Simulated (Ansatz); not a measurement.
## Na and the effect of the dispersion correction

The cell as given:

```
Na
1.0
    -2.14100    2.14100    2.14100
     2.14100   -2.14100    2.14100
     2.14100    2.14100   -2.14100
Na
1
Direct
  0.00000 0.00000 0.00000
```

Kept alike: task relaxation of cell and atoms; functional PBE; k mesh 9 × 9 × 9; occupations fermi-dirac, width 0.05 eV; no spin polarisation. Program: Ansatz, Ansatz PAW, cutoff 420 eV. The mesh is that of the run's cell of 1 atom. No spin-orbit coupling.

| dispersion correction | volume (Å³/atom) |
| --- | --- |
| D3(BJ) | 34.060 |
| D3(BJ)-ATM | 34.260 |
| D4 | 36.648 |
| none | 36.702 |

The relaxations keep at least the cell's symmetry (Im-3m). For a metal such a mesh leaves the last digits unconverged. Relaxations stop with a little pressure left, so the last digits of a volume or edge aren't settled.

Q: What does the dispersion correction change here?

A: The volume runs from 34.060 (D3(BJ)) to 36.702 Å³/atom (none). Against no correction: D3(BJ) -7.2 %; D3(BJ)-ATM -6.7 %; D4 -0.1 %. Dispersion terms mostly attract and so lower the volume; the schemes' coefficients and damping set how far.
